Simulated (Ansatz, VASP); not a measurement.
# Zr in VASP and in Ansatz

```xyz
2
Lattice="3.2320 0.0000 0.0000 -1.6160 2.7990 0.0000 0.0000 0.0000 5.1470" Properties=species:S:1:pos:R:3 pbc="T T T"
Zr    0.0000    1.8660    1.2868
Zr    1.6160    0.9330    3.8603
```

Alike in both runs: task relaxation of cell and atoms; functional PBEsol; k mesh 16 × 16 × 8; occupations fermi-dirac, width 0.08 eV; no spin polarisation.

|  | VASP | Ansatz |
| --- | --- | --- |
| version | VASP 6.6.1 | Ansatz 0.2.0 |
| potentials or method | VASP PAW PBE potentials, release 64 (Zr_sv) | PAW with Ansatz's default frozen-core files, scalar-relativistic |
| plane-wave cutoff (eV) | 600 | 420 |
| valence electrons in the cell | 24 | 24 |

```csv
,VASP,Ansatz,Ansatz less VASP
relaxed volume (Å³/atom),22.48,22.46,-0.018
relaxed cell length with the largest relative difference (Å),3.184,3.184,-0.0009
energy change over the relaxation (meV/atom),-9,-9,-0.3
```

Caveats: the PAW data sets were made with another functional, which shifts forces and pressure a little (VASP).
